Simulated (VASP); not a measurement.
Input for VASP

POSCAR:
```
NaBr
1
    0.0000000000     2.9850590432     2.9850075961
    2.9850530941     0.0000000000     2.9850397960
    2.9850176001     2.9850470212     0.0000000000
Na Br
1 1
Direct
  0.0000000000   0.0000000000   0.0000000000
  0.5000000000   0.5000000000   0.5000000000
```

File KPOINTS:
```
Automatic mesh
0
Gamma
6 6 6
0 0 0
```

**INCAR**
```
SYSTEM = NaBr
PREC = Accurate
ENCUT = 400
EDIFF = 1E-6
NELM = 100
ALGO = Normal
LREAL = .FALSE.
LASPH = .TRUE.
ISMEAR = 0
SIGMA = 0.05
GGA = PE
LMAXMIX = 4
LWAVE = .FALSE.
LCHARG = .FALSE.
ISIF = 2
```

POTCAR, in this order: Na_pv Br (PBE.64 set). Program: vasp_std.

Question: One choice in this input is risky. Which, and does it do harm here?

Answer: The risk: the lattice vectors carry noise near SYMPREC. Here it does no harm: the run (PBE GGA, plane waves, VASP's PBE PAW potentials (set 64)) converges to the same energy and pressure as with the safe setting.
### OSZICAR
```
       N       E                     dE             d eps       ncg     rms          rms(c)
DAV:   1     0.786827955171E+02    0.78683E+02   -0.64333E+03   352   0.989E+02
DAV:   2     0.630592697712E+00   -0.78052E+02   -0.73397E+02   366   0.229E+02
DAV:   3    -0.611351971891E+01   -0.67441E+01   -0.66931E+01   444   0.719E+01
DAV:   4    -0.623757300141E+01   -0.12405E+00   -0.12397E+00   388   0.107E+01
DAV:   5    -0.623933697661E+01   -0.17640E-02   -0.17636E-02   411   0.126E+00    0.167E+00
DAV:   6    -0.612358117487E+01    0.11576E+00   -0.19081E-01   400   0.284E+00    0.103E+00
DAV:   7    -0.611220143691E+01    0.11380E-01   -0.87491E-02   428   0.188E+00    0.571E-01
DAV:   8    -0.611597828920E+01   -0.37769E-02   -0.65037E-03   367   0.809E-01    0.114E-01
DAV:   9    -0.611595295534E+01    0.25334E-04   -0.10387E-04   424   0.106E-01    0.599E-02
DAV:  10    -0.611601487556E+01   -0.61920E-04   -0.11244E-04   367   0.102E-01    0.123E-02
DAV:  11    -0.611601484306E+01    0.32506E-07   -0.74437E-06   403   0.304E-02
   1 F= -.61160148E+01 E0= -.61160148E+01  d E =-.818831E-12
```

The compound is NaBr in the rock salt structure. The cell was not relaxed at this level.
